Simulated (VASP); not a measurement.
# AlPt: single point with PBEsol

The system is AlPt.

```
CELL_PARAMETERS angstrom
3.09155 0.00000 0.00000
0.00000 3.09155 0.00000
0.00000 0.00000 3.09155
ATOMIC_POSITIONS crystal
Pt 0.50628 0.51970 0.49067
Al 0.99902 0.99472 0.00385
```

The cell comes from a database or a generator and needn't be the stable form of this composition.

The cell isn't the ideal one: atoms moved at random, drawn with an rms of 0.05 Å.

```json
{
 "Program": "VASP 6.6.1",
 "Task": "single point",
 "Functional": "PBEsol",
 "Potentials or basis": "VASP PAW PBE potentials, release 64 (Pt, Al)",
 "Cutoff": "520 eV",
 "k mesh": "9 × 9 × 9",
 "Occupations": "fermi-dirac, width 0.05 eV",
 "Spin": "no spin polarisation",
 "Ladder": "free",
 "Further INCAR settings": "ALGO = Normal; EDIFF = 1e-07; NBANDS = 14"
}
```

| Item | Value |
| --- | --- |
| Pressure | -5.3 GPa |
| Largest force | 0.332 eV/Å |
| Band gap on the k mesh | none (metal or under the smearing width) |

Forces on the atoms (eV/Å):
```
Pt  -0.084 -0.283  0.152
Al   0.084  0.283 -0.152
```

Stress tensor (GPa, compression positive):
```
-5.24  0.22 -0.12
 0.22 -5.46 -0.40
-0.12 -0.40 -5.29
```

Levels at points of the mesh, in eV from the Fermi level:
```
           k point  band 4  band 5  band 6  band 7  band 8  band 9  band 10  band 11
(0.00, 0.00, 0.00)   -2.59   -2.58   -2.58    3.91    3.91    3.92     9.09     9.11
```

Wall time 65 s on 1 thread of Intel(R) Xeon(R) Platinum 8259CL CPU @ 2.50GHz (Skylake/Cascade Lake), with other jobs on the host, peak memory 0.26 GiB.

Caveat: the PAW data sets were made with another functional, which shifts forces and pressure a little. The run has no spin-orbit coupling, so splittings on Pt are missing.
